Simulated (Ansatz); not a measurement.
Runs of Ansatz 0.2.0 on MnS. The structure is cubic, space group Fm-3m (No. 225). The conventional cell has a = 5.209 Å, b = 5.209 Å, c = 5.209 Å, α = 90.00°, β = 90.00°, γ = 90.00°. Mn (site symmetry m-3m) is surrounded by 6 S at 2.60 Å. Around S (site symmetry m-3m) lie 6 Mn at 2.60 Å. 

```csv
task,level,U,fixed moment (μB),k mesh,hubbard projectors,double counting,gap on the mesh (eV),pressure (GPa),moment (μB)
single point,PBEsol,-,4.0,7 × 7 × 7,-,-,-,-14.0,4.00
single point,PBEsol,-,3.0,7 × 7 × 7,-,-,-,-21.0,3.00
single point,PBEsol,-,1.0,7 × 7 × 7,-,-,-,-23.9,1.00
single point,PBEsol,-,5.0,7 × 7 × 7,-,-,-,-3.1,5.00
projected density of states,PBEsol,-,-,9 × 9 × 9,-,-,none,-7.3,4.68
projected density of states,PBEsol+U,Mn d U = 2 eV,-,9 × 9 × 9,ortho-atomic (the default),fll (the default),none,-1.2,(b)
projected density of states,PBEsol+U,Mn d U = 8 eV,-,9 × 9 × 9,ortho-atomic (the default),fll (the default),1.13,(a),5.00
projected density of states,PBEsol+U,Mn d U = 6 eV,-,9 × 9 × 9,ortho-atomic (the default),fll (the default),1.06,3.1,5.00
projected density of states,PBEsol+U,Mn d U = 4 eV,-,9 × 9 × 9,ortho-atomic (the default),fll (the default),0.90,1.2,5.00
projected density of states,PBEsol+U,Mn d U = 3 eV,-,9 × 9 × 9,ortho-atomic (the default),fll (the default),0.44,0.1,5.00
single point,PBEsol,-,2.0,7 × 7 × 7,-,-,-,-24.6,2.00
single point,PBEsol,-,8.0,7 × 7 × 7,-,-,-,35.2,8.00
```

Alike in all rows: potentials or basis Ansatz PAW; spin collinear, ferromagnetic start; cell as given; cutoff (eV) 420; smearing fermi-dirac 0.05 eV.

Problem. Estimate the missing entries.

Solution. (a) 4.9; (b) 4.98.

Caveats: a cell with one magnetic atom can't hold antiferromagnetic order, which such compounds often take; the PAW data sets come from PBE, with cores solved anew for the run's functional, which leaves a small shift of forces and pressure; the total moment is fixed, so each spin has its own Fermi level (some runs); the thresholds are loose for stress (some runs); the magnetic or orbital state may not be the lowest (some runs); odd divisions of the mesh miss points on the zone boundary, where band edges often lie, so the gap on the mesh can be too wide (some runs); semilocal functionals often make such compounds metallic where correlation or magnetic order opens a gap, which also shifts bond lengths (some runs).

A k mesh can miss the band edges.

A gap of «none» marks a metal or a gap under the smearing width.
